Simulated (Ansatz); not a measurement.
CuI (CsCl type) from LDA to hybrids

All numbers come from the plane-wave code Ansatz. Note: simulated data, non-magnetic, for a generated structure that need not be the stable one.

Structure: CuI (CsCl type), at its r2SCAN minimum. Space group Pm-3m (No. 221), cubic; conventional cell a = 3.661 Å, 24.54 Å³ an atom. Around Cu lie 8 I at 3.17 Å; around I lie 8 Cu at 3.17 Å.

```xyz
2
Lattice="3.6614 0.0000 0.0000 0.0000 3.6614 0.0000 0.0000 0.0000 3.6614" Properties=species:S:1:pos:R:3 pbc="T T T"
Cu    0.0000    0.0000    0.0000
I     1.8307    1.8307    1.8307
```

Relaxed lattice by functional, symmetry kept:
```
functional  k mesh  a (Å)  volume (Å³/atom)
       PBE   6×6×6  3.649             24.30
    r2SCAN   6×6×6  3.661             24.54
    PBEsol   6×6×6  3.556             22.47
       LDA   6×6×6  3.495             21.34
     HSE06   4×4×4  3.724             25.82
```

On this one geometry the levels give:
```json
{"level": "LDA", "k mesh": "8×8×8", "gap (eV)": "none (overlap 0.59)", "kind": "–", "edges": "–", "least direct gap (eV)": "–", "rough cost": "2.7 core-seconds"}
{"level": "PBE", "k mesh": "8×8×8", "gap (eV)": "none (overlap 0.43)", "kind": "–", "edges": "–", "least direct gap (eV)": "–", "rough cost": "4 core-seconds"}
{"level": "PBE+SOC", "k mesh": "8×8×8", "gap (eV)": "none (overlap 0.73)", "kind": "–", "edges": "–", "least direct gap (eV)": "–", "rough cost": "18 core-seconds"}
{"level": "r2SCAN", "k mesh": "8×8×8", "gap (eV)": "none (overlap 0.10)", "kind": "–", "edges": "–", "least direct gap (eV)": "–", "rough cost": "7 core-seconds"}
{"level": "HSE06", "k mesh": "6×6×6", "gap (eV)": "0.54", "kind": "indirect", "edges": "X → M", "least direct gap (eV)": "0.59", "rough cost": "120 core-seconds"}
{"level": "HSE06+SOC", "k mesh": "4×4×4", "gap (eV)": "0.14", "kind": "indirect", "edges": "X → M", "least direct gap (eV)": "0.56", "rough cost": "3 core-minutes"}
```
All runs use a smearing of 0.02 eV.
Wave cutoffs: 420 eV, 500 eV (r2SCAN).
Costs come from shared machines and give only the order; PBE's includes the band path.

The HSE06 gap is indirect, 0.54 eV (X to M), below the direct gap of 0.59 eV at M. PBE+SOC gives no gap: the lowest nominally empty band dips 0.73 eV below the top of the last filled one (its bottom at Γ, the top at X), so the cell is a metal or semimetal at this level.

The levels disagree on the kind of gap: indirect with HSE06, HSE06+SOC; no gap with LDA, PBE, PBE+SOC, r2SCAN.

Only the levels marked +SOC include spin-orbit coupling.

The meshes of the hybrids are coarse, so their gaps aren't converged to the digits shown.
